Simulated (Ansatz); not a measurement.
## Ansatz run, BaTiO3

The input, for Ansatz 0.2.0 (plane waves, PAW):

```yaml
crystal:
  lattice:
    - [4.05581838, 4.04422358, 0.0]
    - [0.02314921, 4.05576788, 4.04421348]
    - [4.05581838, 0.01154431, 4.04421348]
  atoms:
    - { symbol: Ba, position: [0.0, 0.0, 0.0] }
    - { symbol: Ba, position: [0.5, 0.5, 0.5] }
    - { symbol: Ti, position: [0.24465, 0.24465, 0.24465] }
    - { symbol: Ti, position: [0.74465, 0.74465, 0.74465] }
    - { symbol: O, position: [0.0013, 0.51, 0.51] }
    - { symbol: O, position: [0.5013, 0.01, 0.01] }
    - { symbol: O, position: [0.01, 0.5013, 0.01] }
    - { symbol: O, position: [0.51, 0.0013, 0.51] }
    - { symbol: O, position: [0.01, 0.01, 0.5013] }
    - { symbol: O, position: [0.51, 0.51, 0.0013] }
kpoints:
  mp_grid: { grid: [4, 4, 4], shift: [0, 0, 0] }
  band_path:
    path:
      - [0.0, 0.0, 0.0]
      - [1.0, 1.0, 1.0]
      - [1.0, 0.99715407, 1.00284593]
      - [0.00284593, 0.0, 0.99715407]
      - [0.5, 0.0, 0.5]
      - [0.0, 0.0, 0.0]
      - [0.0, -0.49857703, 0.49857703]
      - [0.50142297, 0.49857703, 1.0]
      - [0.5, 0.5, 1.0]
      - [0.0, 0.0, 0.0]
    npoints: 6
magnetization:
  spin_polarized: true
scf:
  occupations: { method: fermi_dirac, width: 0.1494 }
  lower_state_search: "off"
  max_iter: 200
hamiltonian:
  pseudopotentials: { kind: paw }
  xc: r2scan
basis:
  ecutwfc: 500
  fft_grid_basis: typed
output:
  forces: true
  stress: true
  eigenvalues: true
  bader: true
  populations: true
  elf: true
  write_potential: true
  volumetric_format: npy
  dos:
    e_range: [-12, 8]
    de: 0.05
    projected: { site_lists: { Ba: [Ba], O: [O], Ti: [Ti] } }
checkpoint:
  read: saved_state
```

The run starts from an earlier solution of this cell. The state carries no moments; the state need not be the lowest.

Parts of the output:

```
Magnetization: 0.0000 μB (40.0000 up, 40.0000 down)
Absolute magnetization: 0.0000 μB (∫|ρ↑−ρ↓|)
Spin contamination: 0.0000 ħ² per cell (⟨S²⟩ above its minimum at these occupations)
Per-site moments (μB) at R_I (Å): [(0.0, 1.1550), (0.0, 1.1550), (0.0, 0.7844), (0.0, 0.7844), (0.0, 0.7844), (0.0, 0.7844), (0.0, 0.7844), (0.0, 0.7844), (0.0, 0.7844), (0.0, 0.7844)]
Free energy (F): -20367.6364 eV
Harris-Foulkes:  -20367.6364 eV  (|F-HF|=4.48e-8)
Internal energy: -20367.6361 eV  (E = F + TS)
E sigma→0 (E₀):  -20367.6363 eV
Entropy (-TS):   -0.0003 eV (-0.026 meV/atom)
Fermi energy:    10.8771 eV
--- Forces (eV/Å), atoms counted from 1 ---
  atom   1  Ba     0.0097     0.0096     0.0096
  atom   2  Ba     0.0097     0.0096     0.0096
  atom   3  Ti    -0.2278    -0.2272    -0.2265
  atom   4  Ti    -0.2278    -0.2272    -0.2265
  atom   5  O      0.0115     0.0115     0.1951
  atom   6  O      0.0115     0.0115     0.1951
  atom   7  O      0.1951     0.0109     0.0109
  atom   8  O      0.1951     0.0109     0.0109
  atom   9  O      0.0115     0.1951     0.0109
  atom  10  O      0.0115     0.1951     0.0109
--- Stress (GPa, compression-positive) ---
       -3.5679       0.0294       0.0293
        0.0294      -3.5681       0.0292
        0.0293       0.0292      -3.5682
  P = ⅓ Tr σ = -3.5681 GPa (-35.681 kbar)
--- Löwdin populations: 10 sites ---
  site symbol       q [e]    m [muB]
     0     Ba      8.2204     0.0000
     1     Ba      8.2204     0.0000
     2     Ti     10.6979     0.0000
     3     Ti     10.6979     0.0000
     4      O      6.9145     0.0000
     5      O      6.9145     0.0000
     6      O      6.9145     0.0000
     7      O      6.9145     0.0000
     8      O      6.9145     0.0000
     9      O      6.9145     0.0000
  spilling = 0.0085 (of n_electrons = 80.0000)
--- Bader charges: 10 sites ---
  site symbol  charge [e]  shift [e]    m [muB]
     0     Ba      1.5830     0.0000     0.0000
     1     Ba      1.5830     0.0000     0.0000
     2     Ti      2.2956     0.0031     0.0000
     3     Ti      2.2956     0.0031     0.0000
     4      O     -1.2929     0.0010     0.0000
     5      O     -1.2929     0.0010     0.0000
     6      O     -1.2929     0.0010     0.0000
     7      O     -1.2928     0.0010     0.0000
     8      O     -1.2929     0.0010     0.0000
     9      O     -1.2928     0.0010     0.0000
```

Origin: a database entry at a rescaled volume. Caveats: the input typed no starting moments.
